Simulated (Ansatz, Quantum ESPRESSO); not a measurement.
**Equation of state of zinc blende BN**

How stiff is zinc blende BN under hydrostatic load? Each row scales the relaxed cell evenly and relaxes the atoms. The phase is followed to these pressures whether or not it stays the stable one.

Calculated with Quantum ESPRESSO 7.5, PBEsol, GBRV 1.5 ultrasoft potentials, cutoff 680 eV, Fermi–Dirac smearing 0.02 eV, k-mesh 13×13×13, no spin polarisation, no spin-orbit coupling.

Reference cell, relaxed at zero pressure with PBEsol (F-43m): a = 2.5504 Å, b = 2.5504 Å, c = 2.5504 Å, α = 60.00°, β = 60.00°, γ = 60.00°.

```csv
atom,x,y,z
N,0.7500,0.7500,0.7500
B,0.0000,0.0000,0.0000
```

```csv
V (Å³/atom),V/V0,P (GPa),E − E0 (meV/atom)
5.5133,0.9400,26.685,28.6
5.6306,0.9600,16.937,12.5
5.7479,0.9800,8.064,3.1
5.9825,1.0200,−7.395,2.5
6.0998,1.0400,−14.103,10.2
```

V0 = 5.8652 Å³ an atom, where the residual pressure P0 is −0.020 GPa. **Question.** Fit the Birch–Murnaghan law and give the pressure and the energy at V = 6.2171 Å³ an atom, a row left out above.

With the Eulerian strain f = ½[(V0/V)^(2/3) − 1] and F = (P − P0)/[3f(1 + 2f)^(5/2)], the third-order law is the line F = B0 + (3/2) B0 (B′ − 4) f.

| f | F (GPa) |
| --- | --- |
| 0.02106 | 381.34 |
| 0.01379 | 382.82 |
| 0.00678 | 384.31 |
| −0.00656 | 387.48 |
| −0.01290 | 388.37 |

A straight line through the 5 rows: the means are 0.004434 for f and 384.86 for F, Σ(Δx)² = 0.0007908 and ΣΔxΔy = −0.1685, so the slope is −0.1685/0.0007908 = −213.13 and the intercept 384.86 − (−213.13)(0.004434) = 385.81.

Hence B0 = 385.8 GPa and B′ = 4 + (−213.1)/(1.5 × 385.8) = 3.63. For the withheld volume f = −0.01905, F = 389.87 GPa and P = −20.24 GPa, an extrapolation past the fitted rows. The run itself gives −20.21 GPa, so the estimate misses by 0.03 GPa, more than the largest misfit of the fitted rows (0.01 GPa).

Integrating the same law gives E − E0 = (9/2) B0 V0 f²[1 + (B′ − 4) f] + P0(V0 − V), with 1 GPa Å³ = 6.2415 meV: 23.3 meV an atom. The run itself gives 22.6 meV, so the estimate misses by 0.7 meV; the fitted rows themselves lie up to 0.7 meV off the law.

The same fit over all rows at other levels or in other programs gives B0 = 391 GPa with r2SCAN (Ansatz), 401 GPa with LDA (Quantum ESPRESSO, GBRV) and 385 GPa with PBEsol (Ansatz).

Measured bulk modulus: 395 GPa (arxiv:cond-mat/0702656), against 386 GPa here (−2 %).

The calculation is for a static lattice, while measurements hold thermal and zero-point motion.

[Logs are printed without paths, hosts, clocks, repeated set-up lines and the standing remarks that a program may print on its own settings, such as how far it seeks lower states.]
